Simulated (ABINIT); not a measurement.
## SnO in ABINIT: the effect of functional

Crystal: SnO.

```xyz
4
Lattice="3.8137 0.0000 0.0000 0.0000 3.8137 0.0000 0.0000 0.0000 4.8869" Properties=species:S:1:pos:R:3 pbc="T T T"
Sn    1.9068    0.0000    3.7367
Sn    0.0000    1.9068    1.1503
O     0.0000    0.0000    0.0000
O     1.9068    1.9068    0.0000
```

The cell is a database's computed one.

Alike in all runs:

- Program: ABINIT 10.8.3 (patched build)
- Task: band structure
- Potentials or basis: JTH PAW PBE v2.0
- Cutoff: 762 eV
- k mesh: 7 × 7 × 6
- Occupations: fermi-dirac, width 0.05 eV
- Spin: no spin polarisation

```tsv
functional	gap on the mesh (eV)	pressure (GPa)	largest force (eV/Å)
PBE	0.39	2.7	0.35
LDA	0.47	-4.1	0.24
PBEsol	0.37	-1.4	0.06
RPBE	?	?	?
BLYP	0.60	7.2	0.53
AM05	0.41	-0.9	0.02
revPBE	0.38	4.6	0.49
```

What does the run with functional RPBE give?

gap on the mesh 0.38 eV; pressure 5.3 GPa; largest force 0.54 eV/Å.

Caveats: spin-orbit coupling is left out, which moves the levels of the heavy elements; the mesh misses the band edges, which the band path finds closer together; the PAW data sets were made with another functional, which shifts forces and pressure a little (some runs).
